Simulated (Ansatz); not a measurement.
Results of r²SCAN (plane waves, PAW; Ansatz, a quantum-chemistry and plane-wave program) for rutile RuO2.

Numerical settings: plane-wave cutoff 560 eV, 12×12×18 k mesh (along the axes of the cell as run), Fermi–Dirac smearing 0.05 eV, no spin polarisation, scalar-relativistic PAW data made under PBE.

Energies at three volumes about the minimum:

```json
[
 {"V (Å³/atom)": "10.184", "E − E_lowest (meV/atom)": "3.77"},
 {"V (Å³/atom)": "10.392", "E − E_lowest (meV/atom)": "0.00"},
 {"V (Å³/atom)": "10.600", "E − E_lowest (meV/atom)": "3.50"}
]
```

### Question
Fit a parabola by hand: where is the minimum, and what is the bulk modulus?

### Answer
Slopes: (0.00 − 3.77)/(10.392 − 10.184) = -18.125 and (3.50 − 0.00)/(10.600 − 10.392) = 16.827 meV/Å³. Curvature E″ = 2 × (16.827 − (-18.125))/(10.600 − 10.184) = 168.038 meV/Å⁶. From the middle of the first interval, the slope vanishes at V0 = 10.2880 − (-18.125)/168.038 = 10.396 Å³/atom. B = V0 E″ = 10.396 × 168.038 meV/Å³ × 0.1602 GPa per meV/Å³ = 280 GPa. The full Birch–Murnaghan fit to all volumes gives V0 = 10.392 Å³/atom and B0 = 280 GPa.

Shape and atoms are relaxed at each volume.

Measured, for comparison: bulk modulus 270 GPa (room temperature, no zero-point or thermal correction; as tabulated in LI and ZENG (2008), arXiv:0807.3251). Computed (rounded) less measured: bulk modulus +4 %. A static lattice is as a rule a little smaller and stiffer than an uncorrected measurement, which can account for part of this.

Note: the bulk modulus comes from volumes at which shape and atoms were relaxed.
